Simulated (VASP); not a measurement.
Input of a VASP 6.6.1 run:

File POSCAR:

```
Yb
1.0
    0.0000000000      2.7153900247      2.7153900247
    2.7153900247      0.0000000000      2.7153900247
    2.7153900247      2.7153900247      0.0000000000
Yb
1
Direct
    0.0000000000      0.0000000000      0.0000000000
```

Contents of INCAR.step1:

```
SYSTEM = Yb
PREC     = Accurate       ! precision mode
ENCUT    = 600            ! plane-wave cutoff, eV
ISMEAR   = -1             ! smearing method
SIGMA    = 0.05           ! smearing width, eV
LREAL    = .FALSE.        ! projectors in reciprocal space
LASPH    = .TRUE.         ! aspherical terms in the spheres
NELM     = 100            ! most SCF steps
GGA      = PE             ! functional
ALGO     = Normal         ! electronic algorithm
EDIFF    = 1E-4           ! SCF threshold, eV
LWAVE    = .TRUE.         ! write WAVECAR
LCHARG   = .FALSE.        ! write CHGCAR
```

Contents of INCAR.step2:

```
SYSTEM = Yb
PREC     = Accurate       ! precision mode
ENCUT    = 600            ! plane-wave cutoff, eV
EDIFF    = 1E-7           ! SCF threshold, eV
ISMEAR   = -1             ! smearing method
SIGMA    = 0.05           ! smearing width, eV
LREAL    = .FALSE.        ! projectors in reciprocal space
LASPH    = .TRUE.         ! aspherical terms in the spheres
NELM     = 100            ! most SCF steps
ALGO     = Normal         ! electronic algorithm
ISIF     = 3              ! what is computed and relaxed
LWAVE    = .FALSE.        ! write WAVECAR
LCHARG   = .FALSE.        ! write CHGCAR
METAGGA  = R2SCAN         ! meta-GGA
LMIXTAU  = .TRUE.       
IBRION   = 2              ! ionic algorithm
NSW      = 100            ! ionic steps
EDIFFG   = -0.005         ! ionic threshold
ISTART   = 1
```

Contents of KPOINTS:

```
Automatic mesh
0
G
  10 10 10
  0 0 0
```

Potentials or basis: VASP PAW PBE potentials, release 64 (Yb).

Run with:

```sh
$ cat potpaw_PBE.64/Yb/POTCAR > POTCAR
$ cp INCAR.step1 INCAR
$ mpirun -np 1 vasp_std > vasp.out
$ cp INCAR.step2 INCAR
$ mpirun -np 1 vasp_std > vasp.out
```

Task: Estimate the relaxed volume.

Result: 34.75 Å³/atom.

Task: What does it give for the relaxed cell?

Result: a = 3.663 Å, b = 3.663 Å, c = 3.663 Å, α = 60.00°, β = 60.00°, γ = 60.00°.

Final structure:
```
Yb
1.0
     0.00000    2.59017    2.59017
     2.59017    0.00000    2.59017
     2.59017    2.59017    0.00000
Yb
1
Direct
  0.00000 0.00000 0.00000
```

Caveat: the PAW data sets were made with another functional, which shifts forces and pressure a little. The run has no spin-orbit coupling, so splittings on Yb are missing.
